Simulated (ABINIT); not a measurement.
A run of ABINIT 10.8.3 (patched build):

The input run.abi:

```
pp_dirpath "./"
pseudos "Ta.GGA_PBE-JTH.xml, S.GGA_PBE-JTH.xml"

acell 6.3305825175 6.3305825175 11.0737950903
rprim
     1.0000000000     0.0000000000     0.0000000000
    -0.5000000000     0.8660254038     0.0000000000
     0.0000000000     0.0000000000     1.0000000000
ntypat 2
znucl 73 16
natom 3
typat 1 2 2
xred
     0.0000000000     0.0000000000     0.0000000000
     0.6666666667     0.3333333333     0.7500000000
     0.3333333333     0.6666666667     0.2500000000

ecut 20.0
pawecutdg 40.0

kptopt 1
ngkpt 7 7 4
nshiftk 1
shiftk 0.0 0.0 0.0

ixc -116133

nband 17
occopt 3
tsmear 0.05 eV

nstep 100
tolvrs 1.0e-9

iomode 3
prtwf 0
prteig 0
prtebands 0
enunit 1
prtden 1
prtvha 1
prtvclmb 1
prtpot 1
```

Potentials or basis: JTH PAW PBE v2.0.

The run is started by

```console
$ abinit run.abi > log 2>&1
```

Hardware: 1 thread of Arm Neoverse V2, with other jobs on the host.

Problem. How long does it take, and how much memory?

Solution. Run time: 36 s on 1 thread of Arm Neoverse V2, on a shared host, peak memory 0.14 GiB. Counts: scf iterations 15, k points 28, bands 17, plane waves 1657.
